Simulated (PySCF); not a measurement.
# Ge (Imma) in PySCF: settings compared

One crystal, Ge, is run at these levels: PBEsol, PBE; tasks: density of states.

Program: PySCF 2.14.0. These are calculated values, not measurements. Logs are shortened: lines on timing, memory, paths and dates and some standing lists are left out, and cuts for length are marked.

### 1 The structure

Symmetry: Imma, No. 74, orthorhombic system. Conventional cell: a = 4.992 Å, b = 5.302 Å, c = 2.874 Å, α = 90.00°, β = 90.00°, γ = 90.00°. Ge (site symmetry mm2) has 6 Ge at 2.68 to 2.87 Å as nearest neighbours.

This isn't the form of Ge at room conditions, which is diamond.

### 2 Density of states, PBEsol

Contents of run.py:

```python
import json
import numpy as np
from pyscf.pbc import gto, scf, dft, df

cell = gto.Cell()
cell.basis = 'DZVP-MOLOPT-SR-GTH-q4'
cell.pseudo = 'GTH-PBE-q4'
cell.fromfile('Ge.xyz')
cell.ke_cutoff = 112  # hartree
cell.exp_to_discard = 0.02
cell.precision = 1e-08
cell.space_group_symmetry = True
cell.symmorphic = False
cell.max_memory = 5880  # MB
cell.verbose = 4
cell.build()

res = {}
kpts = cell.make_kpts([11, 11, 11], space_group_symmetry=True, time_reversal_symmetry=True)
cell.space_group_symmetry = False  # the mesh holds the operations; no search on the supercells of the integral code
mf = dft.KRKS(cell, kpts, xc='pbesol')
mf = mf.multigrid_numint()
mf = mf.smearing(sigma=0.00183747, method='fermi')  # hartree
mf.conv_tol = 1e-07
mf.max_cycle = 60

mf.kernel()
res.update(converged=bool(mf.converged), e_tot=mf.e_tot, nelec=cell.nelectron, nao=cell.nao, mesh=list(map(int, cell.mesh)), a=cell.lattice_vectors().tolist(), coords=cell.atom_coords().tolist(),
           mo_energy=[np.real(x).tolist() for x in mf.mo_energy], mo_occ=[np.real(x).tolist() for x in mf.mo_occ])
res.update(e_free=mf.e_free, e_zero=mf.e_zero)
res.update(kpts=kpts.kpts_scaled_ibz.tolist(), weights=kpts.weights_ibz.tolist())
res['parts'] = {k: float(np.real(v)) for k, v in mf.scf_summary.items() if np.isscalar(v)}
json.dump(res, open('results.json', 'w'))
if not mf.converged:
    raise SystemExit('SCF not converged')

print('levels (eV)')
for i, kp in enumerate(res['kpts'][:40]):
    print('k %7.4f %7.4f %7.4f  ' % tuple(kp), ' '.join('%.3f' % (x * 27.211386) for x in res['mo_energy'][i][:9]))

mf = mf.to_khf()  # unfold to the whole mesh
kpts = mf.kpts
# Mulliken populations
dm, s = np.asarray(mf.make_rdm1()), np.asarray(mf.get_ovlp())
sites = cell.aoslice_by_atom()[:, 2:]
tot = np.einsum('kij,kji->i', dm, s).real / len(kpts)
res['mulliken'] = [cell.atom_charge(i) - tot[a0:a1].sum() for i, (a0, a1) in enumerate(sites)]
print('Mulliken charges', np.round(res['mulliken'], 5))

# density of states, Gaussians of 0.15 eV
e = np.asarray(mf.mo_energy).real.reshape(1, -1) * 27.211386
ef = mf.get_fermi()
ef = np.max(ef) * 27.211386
x = np.arange(-15, 10.01, 0.1) + round(ef, 1)
dos = np.exp(-((x[:, None, None] - e) / 0.15) ** 2 / 2).sum(-1).T / (0.15 * np.sqrt(2 * np.pi) * len(kpts)) * 2
res.update(dos_e=x.tolist(), dos=dos.tolist())
for a, b in zip(x[::5], dos.T[::5]):
    print('%8.2f' % a, ' '.join('%9.4f' % y for y in b))

# density on a uniform mesh
grids = dft.gen_grid.UniformGrids(cell)
grids.mesh = [21, 21, 21]
grids.build()
ni = dft.numint.KNumInt()
rho = [ni.get_rho(cell, x, grids, kpts) for x in [dm]]
np.save('rho.npy', np.reshape(rho, (-1, *grids.mesh)))
res['done'] = True
json.dump(res, open('results.json', 'w'))
```

Contents of Ge.xyz:

```xyz
2
Lattice="-2.4958980000 2.6508630000 1.4369470000 2.4958980000 -2.6508630000 1.4369470000 2.4958980000 2.6508630000 -1.4369470000" Properties=species:S:1:pos:R:3 pbc="T T T"
Ge     0.0000000000      1.3254315000      0.1840930280
Ge     2.4958980000      1.3254315000      1.2528539720
```

Potentials or basis: DZVP-MOLOPT-SR/GTH-PBE (potentials made for PBE).

Started as:

```
$ OMP_NUM_THREADS=4 python -u run.py > log
```

Standard output:

```text
Discarded 0 diffused primitive functions, 0 contracted functions
time reversal: False
k-points in IBZ                         weights
  0:  0.000000,  0.000000,  0.000000    1/1331
  1:  0.545455,  0.000000,  0.000000    4/1331
  2:  0.545455,  0.000000,  0.454545    4/1331
  3:  0.545455,  0.454545,  0.000000    4/1331
  4:  0.545455,  0.454545,  0.454545    2/1331
  5:  0.545455,  0.454545,  0.545455    2/1331
[... 208 lines left out ...]
214:  0.909091,  0.909091,  0.818182    8/1331
215:  0.909091,  0.909091,  0.909091    8/1331

******** <class 'pyscf.pbc.scf.smearing.SmearingKsymAdaptedKRKS'> ********
method = SmearingKsymAdaptedKRKS
initial guess = minao
damping factor = 0
level_shift factor = 0
DIIS = <class 'pyscf.scf.diis.CDIIS'>
diis_start_cycle = 1
diis_space = 8
diis_damp = 0
SCF conv_tol = 1e-07
SCF conv_tol_grad = None
SCF max_cycles = 60
direct_scf = True
direct_scf_tol = 1e-13

******** PBC SCF flags ********
N kpts (BZ) = 1331
N kpts (IBZ) = 216
Exchange divergence treatment (exxdiv) = ewald
    madelung (= occupied orbital energy shift) = 0.03991460960047177
    Total energy shift due to Ewald probe charge = -1/2 * Nelec*madelung = -0.159658438402
DF object = <pyscf.pbc.df.fft.FFTDF object>
XC functionals = pbesol
small_rho_cutoff = 0
Uniform grid, mesh = [38 37 38]
Set gradient conv threshold to 0.000316228
nelec by numeric integration = 8.000000000000021
init E= -7.50781899689484
    sigma = 0.00183747  Optimized mu = 0.296259927453  entropy = 0.129923042108
nelec by numeric integration = 8.000000000000243
    Total E(T) = -7.82695416375132  Free energy = -7.8271928934435  E0 = -7.82707352859741
cycle= 1 E= -7.82695416375132  delta_E= -0.319  |g|= 0.49  |ddm|= 36.6
    sigma = 0.00183747  Optimized mu = 0.280668133211  entropy = 0.123661827585
nelec by numeric integration = 8.000000000000208
    Total E(T) = -7.82804704581633  Free energy = -7.82827427071467  E0 = -7.8281606582655
cycle= 2 E= -7.82804704581633  delta_E= -0.00109  |g|= 0.06  |ddm|= 4.15
    sigma = 0.00183747  Optimized mu = 0.281800240264  entropy = 0.124732429847
nelec by numeric integration = 8.00000000000021
    Total E(T) = -7.82806078496167  Free energy = -7.82828997705954  E0 = -7.82817538101061
cycle= 3 E= -7.82806078496167  delta_E= -1.37e-05  |g|= 0.00388  |ddm|= 0.424
    sigma = 0.00183747  Optimized mu = 0.281798936956  entropy = 0.124576112318
nelec by numeric integration = 8.000000000000211
    Total E(T) = -7.82806114831206  Free energy = -7.82829005318117  E0 = -7.82817560074662
cycle= 4 E= -7.82806114831206  delta_E= -3.63e-07  |g|= 0.000327  |ddm|= 0.0323
    sigma = 0.00183747  Optimized mu = 0.281798898623  entropy = 0.124583306761
nelec by numeric integration = 8.000000000000211
    Total E(T) = -7.82806113557507  Free energy = -7.82829005366374  E0 = -7.8281755946194
cycle= 5 E= -7.82806113557507  delta_E= 1.27e-08  |g|= 4.11e-05  |ddm|= 0.00212
    sigma = 0.00183747  Optimized mu = 0.281798891124  entropy = 0.124583197994
nelec by numeric integration = 8.00000000000021
    Total E(T) = -7.82806113578315  Free energy = -7.82829005367197  E0 = -7.82817559472756
Extra cycle  E= -7.82806113578315  delta_E= -2.08e-10  |g|= 1.36e-05  |ddm|= 0.000441
converged SCF energy = -7.82806113578315
levels (eV)
k  0.0000  0.0000  0.0000   -5.368 3.888 5.317 5.782 12.515 14.723 14.974 15.681 16.021
k  0.5455  0.0000  0.0000   -0.869 1.259 5.487 6.484 6.750 9.304 10.920 12.052 18.705
k  0.5455  0.0000  0.4545   -0.863 2.124 4.145 5.655 5.873 11.311 11.799 14.136 17.575
k  0.5455  0.4545  0.0000   -3.133 -2.156 7.837 8.803 9.455 10.508 14.543 14.579 19.714
k  0.5455  0.4545  0.4545   -1.349 -0.883 1.779 2.449 12.182 14.708 18.382 18.644 20.637
k  0.5455  0.4545  0.5455   -1.634 -0.477 2.027 2.062 12.177 14.684 18.053 18.951 20.749
[... 32 lines left out ...]
k  0.7273  0.4545  0.5455   -2.207 0.351 2.972 4.475 7.876 14.374 15.813 16.307 22.326
k  0.7273  0.5455  0.0000   -2.004 -0.305 5.794 6.510 8.868 9.860 13.267 13.881 18.095
Mulliken charges [-0. -0.]
   -7.30    0.0000
   -6.80    0.0000
   -6.30    0.0000
   -5.80    0.0001
   -5.30    0.0696
   -4.80    0.2028
[... 43 lines left out ...]
   17.20    0.5809
   17.70    0.4350
```

It took 4.1 min on 4 threads of Arm Neoverse V2, shared host; peak memory 5.5 GiB.

What came out:

- Free energy: -213.0186 eV
- Band gap on the k mesh: none (metal or under the smearing width)

States per cell in windows of 1 eV (zero at the Fermi level; states under -8 eV left out):
```csv
from (eV),total
-8.0,0.63
-7.0,0.51
-6.0,0.45
-5.0,0.66
-4.0,0.75
-3.0,0.87
-2.0,1.03
-1.0,0.82
0.0,0.83
1.0,0.86
2.0,0.85
3.0,0.93
4.0,0.99
5.0,1.17
6.0,1.02
7.0,0.87
```

Caveat: the basis of atomic orbitals isn't converged, which shifts pressures, moduli and gaps.

### 3 Density of states, PBE

run.py, as its differences from that of step 2:

```diff
@@ -20,3 +20,3 @@
 cell.space_group_symmetry = False  # the mesh holds the operations; no search on the supercells of the integral code
-mf = dft.KRKS(cell, kpts, xc='pbesol')
+mf = dft.KRKS(cell, kpts, xc='pbe')
 mf = mf.multigrid_numint()
```

Ge.xyz is that of step 2.

Potentials or basis: DZVP-MOLOPT-SR/GTH-PBE (potentials made for PBE).

Started as:

```
$ OMP_NUM_THREADS=4 python -u run.py > log
```

Standard output:

```text
Discarded 0 diffused primitive functions, 0 contracted functions
time reversal: False
k-points in IBZ                         weights
  0:  0.000000,  0.000000,  0.000000    1/1331
  1:  0.545455,  0.000000,  0.000000    4/1331
  2:  0.545455,  0.000000,  0.454545    4/1331
  3:  0.545455,  0.454545,  0.000000    4/1331
  4:  0.545455,  0.454545,  0.454545    2/1331
  5:  0.545455,  0.454545,  0.545455    2/1331
[... 208 lines left out ...]
214:  0.909091,  0.909091,  0.818182    8/1331
215:  0.909091,  0.909091,  0.909091    8/1331

******** <class 'pyscf.pbc.scf.smearing.SmearingKsymAdaptedKRKS'> ********
method = SmearingKsymAdaptedKRKS
initial guess = minao
damping factor = 0
level_shift factor = 0
DIIS = <class 'pyscf.scf.diis.CDIIS'>
diis_start_cycle = 1
diis_space = 8
diis_damp = 0
SCF conv_tol = 1e-07
SCF conv_tol_grad = None
SCF max_cycles = 60
direct_scf = True
direct_scf_tol = 1e-13

******** PBC SCF flags ********
N kpts (BZ) = 1331
N kpts (IBZ) = 216
Exchange divergence treatment (exxdiv) = ewald
    madelung (= occupied orbital energy shift) = 0.03991460960047177
    Total energy shift due to Ewald probe charge = -1/2 * Nelec*madelung = -0.159658438402
DF object = <pyscf.pbc.df.fft.FFTDF object>
XC functionals = pbe
small_rho_cutoff = 0
Uniform grid, mesh = [38 37 38]
Set gradient conv threshold to 0.000316228
nelec by numeric integration = 8.000000000000021
init E= -7.53364009160211
    sigma = 0.00183747  Optimized mu = 0.296466006123  entropy = 0.125165862662
nelec by numeric integration = 8.000000000000227
    Total E(T) = -7.8398238042351  Free energy = -7.84005379275276  E0 = -7.83993879849393
cycle= 1 E= -7.8398238042351  delta_E= -0.306  |g|= 0.305  |ddm|=   36
    sigma = 0.00183747  Optimized mu = 0.28054889666  entropy = 0.123118604571
nelec by numeric integration = 8.000000000000199
    Total E(T) = -7.84027056298904  Free energy = -7.84049678973138  E0 = -7.84038367636021
cycle= 2 E= -7.84027056298904  delta_E= -0.000447  |g|= 0.0304  |ddm|= 2.76
    sigma = 0.00183747  Optimized mu = 0.281298908811  entropy = 0.123704441601
nelec by numeric integration = 8.000000000000206
    Total E(T) = -7.84027388919196  Free energy = -7.84050119239227  E0 = -7.84038754079212
cycle= 3 E= -7.84027388919196  delta_E= -3.33e-06  |g|= 0.00321  |ddm|= 0.249
    sigma = 0.00183747  Optimized mu = 0.281300211674  entropy = 0.123551487266
nelec by numeric integration = 8.000000000000203
    Total E(T) = -7.84027422354409  Free energy = -7.8405012456954  E0 = -7.84038773461975
cycle= 4 E= -7.84027422354409  delta_E= -3.34e-07  |g|= 0.000319  |ddm|= 0.0263
    sigma = 0.00183747  Optimized mu = 0.281300258456  entropy = 0.123561592002
nelec by numeric integration = 8.000000000000203
    Total E(T) = -7.84027420544277  Free energy = -7.84050124616123  E0 = -7.840387725802
cycle= 5 E= -7.84027420544277  delta_E= 1.81e-08  |g|= 4.25e-05  |ddm|= 0.0021
    sigma = 0.00183747  Optimized mu = 0.281300227854  entropy = 0.123560987235
nelec by numeric integration = 8.000000000000206
    Total E(T) = -7.84027420656249  Free energy = -7.8405012461697  E0 = -7.84038772636609
Extra cycle  E= -7.84027420656249  delta_E= -1.12e-09  |g|= 1.45e-05  |ddm|= 0.000406
converged SCF energy = -7.84027420656249
levels (eV)
k  0.0000  0.0000  0.0000   -5.384 3.809 5.304 5.765 12.576 14.683 14.906 15.612 15.957
k  0.5455  0.0000  0.0000   -0.902 1.222 5.474 6.464 6.745 9.342 10.884 12.018 18.710
k  0.5455  0.0000  0.4545   -0.906 2.116 4.103 5.638 5.858 11.389 11.768 14.081 17.575
k  0.5455  0.4545  0.0000   -3.152 -2.178 7.822 8.787 9.447 10.498 14.503 14.539 19.718
k  0.5455  0.4545  0.4545   -1.397 -0.925 1.816 2.470 12.156 14.709 18.301 18.552 20.570
k  0.5455  0.4545  0.5455   -1.677 -0.529 2.059 2.093 12.152 14.683 17.976 18.856 20.681
[... 32 lines left out ...]
k  0.7273  0.4545  0.5455   -2.234 0.294 2.999 4.485 7.885 14.316 15.750 16.259 22.310
k  0.7273  0.5455  0.0000   -2.029 -0.336 5.784 6.507 8.846 9.862 13.234 13.852 18.096
Mulliken charges [-0.  0.]

WARN: Occupied band above Fermi level:
k=49, mo_e=[-0.053358  0.043346  0.149972  0.254585  0.281278  0.340867  0.462251
  0.478263  0.721382  0.741877  0.824692  0.854965  0.972395  1.0019
  1.125521  1.19978   1.243998  1.290471  1.365634  1.538449  1.617882
  1.670125  1.852148  1.940345  4.025125  4.550659], mo_occ=[2.       2.       2.       1.999999 1.006028 0.       0.       0.
 0.       0.       0.       0.       0.       0.       0.       0.
 0.       0.       0.       0.       0.       0.       0.       0.
 0.       0.      ]

WARN: Occupied band above Fermi level:
k=83, mo_e=[-0.053358  0.043346  0.149972  0.254585  0.281278  0.340867  0.462251
  0.478263  0.721382  0.741877  0.824692  0.854965  0.972395  1.0019
  1.125521  1.19978   1.243998  1.290471  1.365634  1.538449  1.617882
  1.670125  1.852148  1.940345  4.025125  4.550659], mo_occ=[2.       2.       2.       1.999999 1.006028 0.       0.       0.
 0.       0.       0.       0.       0.       0.       0.       0.
 0.       0.       0.       0.       0.       0.       0.       0.
 0.       0.      ]

WARN: Occupied band above Fermi level:
k=301, mo_e=[-0.053358  0.043346  0.149972  0.254585  0.281278  0.340867  0.462251
  0.478263  0.721382  0.741877  0.824692  0.854965  0.972395  1.0019
  1.125521  1.19978   1.243998  1.290471  1.365634  1.538449  1.617882
  1.670125  1.852148  1.940345  4.025125  4.550659], mo_occ=[2.       2.       2.       1.999999 1.006028 0.       0.       0.
 0.       0.       0.       0.       0.       0.       0.       0.
 0.       0.       0.       0.       0.       0.       0.       0.
 0.       0.      ]

WARN: Occupied band above Fermi level:
k=486, mo_e=[-0.053358  0.043346  0.149972  0.254585  0.281278  0.340867  0.462251
  0.478263  0.721382  0.741877  0.824692  0.854965  0.972395  1.0019
  1.125521  1.19978   1.243998  1.290471  1.365634  1.538449  1.617882
  1.670125  1.852148  1.940345  4.025125  4.550659], mo_occ=[2.       2.       2.       1.999999 1.006028 0.       0.       0.
 0.       0.       0.       0.       0.       0.       0.       0.
 0.       0.       0.       0.       0.       0.       0.       0.
 0.       0.      ]

WARN: Occupied band above Fermi level:
k=627, mo_e=[-0.053358  0.043346  0.149972  0.254585  0.281278  0.340867  0.462251
  0.478263  0.721382  0.741877  0.824692  0.854965  0.972395  1.0019
  1.125521  1.19978   1.243998  1.290471  1.365634  1.538449  1.617882
  1.670125  1.852148  1.940345  4.025125  4.550659], mo_occ=[2.       2.       2.       1.999999 1.006028 0.       0.       0.
 0.       0.       0.       0.       0.       0.       0.       0.
 0.       0.       0.       0.       0.       0.       0.       0.
 0.       0.      ]
[... 77 lines left out ...]
   17.20    0.5811
   17.70    0.4158
```

It took 4.5 min on 4 threads of Arm Neoverse V1, shared host; peak memory 5.5 GiB.

What came out:

| Quantity | Value |
| --- | --- |
| Free energy | -213.3509 eV |
| Band gap on the k mesh | none (metal or under the smearing width) |

States per cell in windows of 1 eV (zero at the Fermi level; states under -8 eV left out):
| from (eV) | total |
| --- | --- |
| -8.0 | 0.61 |
| -7.0 | 0.51 |
| -6.0 | 0.44 |
| -5.0 | 0.66 |
| -4.0 | 0.75 |
| -3.0 | 0.87 |
| -2.0 | 1.04 |
| -1.0 | 0.82 |
| 0.0 | 0.83 |
| 1.0 | 0.86 |
| 2.0 | 0.86 |
| 3.0 | 0.92 |
| 4.0 | 1.00 |
| 5.0 | 1.17 |
| 6.0 | 1.03 |
| 7.0 | 0.86 |

Caveat: the basis of atomic orbitals isn't converged, which shifts pressures, moduli and gaps.
